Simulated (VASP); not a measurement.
# CuO (Tenorite) (Cc) in VASP: a series of runs, part 2 of 2

VASP 6.6.1. The steps go on from the part before.

## 11. Equation of state, PBE, 9.96 Å³/atom (volume scaled by 0.98)

File INCAR:

```
  PREC = Accurate
  ENCUT = 520
  EDIFF = 1E-7
  ISMEAR = -1
  SIGMA = 0.05
  LREAL = False
  LASPH = True
  NELM = 100
  ALGO = Normal
  ISIF = 2
  LWAVE = False
  LCHARG = False
  GGA = PE
  NBANDS = 25
```

File KPOINTS:

```
regular mesh
0
Gamma
  10 10 5
```

File POSCAR:

```
CuO
1.0
    2.3289136198     -1.7019003246      0.0000000000
    2.3289136198      1.7019003246      0.0000000000
   -0.8547786486      0.0000000000      5.0254794206
Cu O
2 2
Direct
    0.4968000000      0.0032000000      0.5000000000
    0.0032000000      0.4968000000      0.0000000000
    0.4056000000      0.5714000000      0.7537000000
    0.5714000000      0.4056000000      0.2537000000
```

Command:

```bash
$ cat potpaw_PBE.64/Cu/POTCAR potpaw_PBE.64/O/POTCAR > POTCAR
$ mpirun -np 1 vasp_std > vasp.out
```

It took 1.8 min on 1 thread of Intel Xeon Platinum 8488C (Sapphire Rapids), shared host; peak memory 0.24 GiB.

The run converged. Its results:

- Free energy: -19.4451 eV
- Pressure: 10.4 GPa
- Largest force: 0.853 eV/Å
- Band gap on the k mesh: none (metal or under the smearing width)

Caveat: the run has no spin polarisation, though such a crystal can be magnetic; semilocal functionals often make such compounds metallic where correlation or magnetic order opens a gap, which also shifts bond lengths.

## 12. Equation of state, PBE, 10.37 Å³/atom (volume scaled by 1.02)

File INCAR:

```
SYSTEM = CuO
ALGO     = Normal         ! electronic algorithm
EDIFF    = 1E-7           ! SCF threshold, eV
ENCUT    = 520            ! plane-wave cutoff, eV
GGA      = PE             ! functional
ISIF     = 2              ! what is computed and relaxed
ISMEAR   = -1             ! smearing method
LASPH    = .True.         ! aspherical terms in the spheres
LCHARG   = .False.        ! write CHGCAR
LREAL    = .False.        ! projectors in reciprocal space
LWAVE    = .False.        ! write WAVECAR
NBANDS   = 25             ! bands
NELM     = 80             ! most SCF steps
PREC     = Accurate       ! precision mode
SIGMA    = 0.05           ! smearing width, eV
```

File KPOINTS:

```
k-points
0
Gamma
  10 10 5
  0 0 0
```

File POSCAR:

```
CuO
1.0
    2.3601779360     -1.7247473506      0.0000000000
    2.3601779360      1.7247473506      0.0000000000
   -0.8662535568      0.0000000000      5.0929435705
Cu O
2 2
Direct
    0.4968000000      0.0032000000      0.5000000000
    0.0032000000      0.4968000000      0.0000000000
    0.4056000000      0.5714000000      0.7537000000
    0.5714000000      0.4056000000      0.2537000000
```

Potentials or basis: VASP PAW PBE potentials, release 64 (Cu, O).

Command:

```bash
$ cat potpaw_PBE.64/Cu/POTCAR potpaw_PBE.64/O/POTCAR > POTCAR
$ mpirun -np 1 vasp_std > vasp.out
```

It took 92 s on 1 thread of Intel Xeon Platinum 8488C (Sapphire Rapids), shared host; peak memory 0.24 GiB.

The run converged. Its results:

- Free energy: -19.5128 eV
- Pressure: 2.8 GPa
- Largest force: 0.729 eV/Å
- Band gap on the k mesh: none (metal or under the smearing width)

Caveat: the run has no spin polarisation, though such a crystal can be magnetic; semilocal functionals often make such compounds metallic where correlation or magnetic order opens a gap, which also shifts bond lengths.

## 13. Equation of state, PBE, 10.57 Å³/atom (volume scaled by 1.04)

File INCAR:

```
SYSTEM = CuO
ALGO = Normal ; EDIFF = 1E-7
ENCUT = 520 ; GGA = PE
ISIF = 2 ; ISMEAR = -1
LASPH = .TRUE. ; LCHARG = .FALSE.
LREAL = .FALSE. ; LWAVE = .FALSE.
NBANDS = 25 ; NELM = 100
PREC = Accurate ; SIGMA = 0.05
```

File KPOINTS:

```
k-points
0
G
  10 10 5
  0 0 0
```

File POSCAR:

```
CuO
1.0
    2.3755041962     -1.7359473225      0.0000000000
    2.3755041962      1.7359473225      0.0000000000
   -0.8718787375      0.0000000000      5.1260155593
Cu O
2 2
Direct
    0.4968000000      0.0032000000      0.5000000000
    0.0032000000      0.4968000000      0.0000000000
    0.4056000000      0.5714000000      0.7537000000
    0.5714000000      0.4056000000      0.2537000000
```

Command:

```bash
$ cat potpaw_PBE.64/Cu/POTCAR potpaw_PBE.64/O/POTCAR > POTCAR
$ mpirun -np 1 vasp_std > vasp.out
```

Run time: 1.9 min. Hardware: 1 thread of Intel Xeon Platinum 8488C (Sapphire Rapids), shared host; peak memory 0.24 GiB.

It converged, with:

* Free energy: -19.5197 eV
* Pressure: -0.5 GPa
* Largest force: 0.712 eV/Å
* Band gap on the k mesh: none (metal or under the smearing width)

Caveat: the run has no spin polarisation, though such a crystal can be magnetic; semilocal functionals often make such compounds metallic where correlation or magnetic order opens a gap, which also shifts bond lengths.

## 14. Equation of state, PBE, 10.77 Å³/atom (volume scaled by 1.06)

File INCAR:

```
PREC     = Accurate       # precision mode
ENCUT    = 520            # plane-wave cutoff, eV
EDIFF    = 1E-7           # SCF threshold, eV
ISMEAR   = -1             # smearing method
SIGMA    = 0.05           # smearing width, eV
LREAL    = False          # projectors in reciprocal space
LASPH    = True           # aspherical terms in the spheres
NELM     = 60             # most SCF steps
ALGO     = Normal         # electronic algorithm
ISIF     = 2              # what is computed and relaxed
LWAVE    = False          # write WAVECAR
LCHARG   = False          # write CHGCAR
GGA      = PE             # functional
NBANDS   = 25             # bands
```

File KPOINTS:

```
Automatic mesh
0
Gamma
  10 10 5
```

File POSCAR:

```
CuO
1.0
    2.3906352041     -1.7470046099      0.0000000000
    2.3906352041      1.7470046099      0.0000000000
   -0.8774322550      0.0000000000      5.1586662202
Cu O
2 2
Direct
    0.4968000000      0.0032000000      0.5000000000
    0.0032000000      0.4968000000      0.0000000000
    0.4056000000      0.5714000000      0.7537000000
    0.5714000000      0.4056000000      0.2537000000
```

Command:

```bash
$ cat potpaw_PBE.64/Cu/POTCAR potpaw_PBE.64/O/POTCAR > POTCAR
$ mpirun -np 1 vasp_std > vasp.out
```

Run time: 1.9 min. Hardware: 1 thread of Intel Xeon Platinum 8488C (Sapphire Rapids), shared host; peak memory 0.24 GiB.

Results (log left out):

```yaml
Free_energy: -19.5111 eV
Pressure: -3.3 GPa
Largest_force: 0.705 eV/Å
Band_gap_on_the_k_mesh: none (metal or under the smearing width)
```

Caveat: the run has no spin polarisation, though such a crystal can be magnetic; semilocal functionals often make such compounds metallic where correlation or magnetic order opens a gap, which also shifts bond lengths.

## 15. Equation of state, PBE

Potentials or basis: VASP PAW PBE potentials, release 64 (Cu, O).

No new run: the results of the series are fitted here.

Results:

```
Equilibrium volume                        : 10.55 Å³/atom
Bulk modulus at fixed shape and positions : 160 GPa
Pressure derivative of the bulk modulus   : 4.7
```

Energy against volume, from the lowest point:
```tsv
volume (Å³/atom)	energy (meV/atom)
9.553	57.20
9.756	34.91
9.959	18.65
10.163	7.78
10.366	1.72
10.569	0.00
10.772	2.15
```

Caveat: the cell was scaled at fixed shape and fractional positions, which overstates the stiffness of a crystal with free parameters, most of all of layers and chains; the run has no spin polarisation, though such a crystal can be magnetic.
